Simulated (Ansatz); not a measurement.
The system is MnSn2.

```
CELL_PARAMETERS angstrom
-3.32950 3.32950 2.72350
3.32950 -3.32950 2.72350
3.32950 3.32950 -2.72350
ATOMIC_POSITIONS crystal
Sn 0.83770 0.66230 0.50000
Sn 0.33770 0.83770 0.17540
Sn 0.16230 0.33770 0.50000
Sn 0.66230 0.16230 0.82460
Mn 0.75000 0.75000 0.00000
Mn 0.25000 0.25000 0.00000
```

Base run:

```yaml
Program: Ansatz 0.2.0
Functional: PBEsol
Potentials_or_basis: Ansatz PAW
Cutoff: "420 eV (not typed: the program's choice for these potentials)"
k_mesh: 5 × 5 × 5
Occupations: fermi-dirac, width 0.05 eV
Spin: collinear spin, ferromagnetic start
Starting_moments: "[0.0, 0.0, 0.0, 0.0, 3.0, 3.0] μB"
Fixed_moment: 6 μB
```

Its results: pressure -1.9 GPa; site moments Sn -0.03; Mn +2.98 μB; largest force 0.245 eV/Å.

Task: The run is repeated on the same cell with these changes: fixed moment from 6 μB to 10 μB; moments at the start from [0.0, 0.0, 0.0, 0.0, 3.0, 3.0] to [0.0, 0.0, 0.0, 0.0, 5.0, 5.0]. What comes out?

Result: Pressure 9.5 GPa; site moments Sn +0.19; Mn +3.91 μB; largest force 0.014 eV/Å.

Caveats: the total moment is fixed, so each spin has its own Fermi level; the PAW data sets come from PBE, with cores solved anew for the run's functional, which leaves a small shift of forces and pressure; the thresholds are loose for stress.
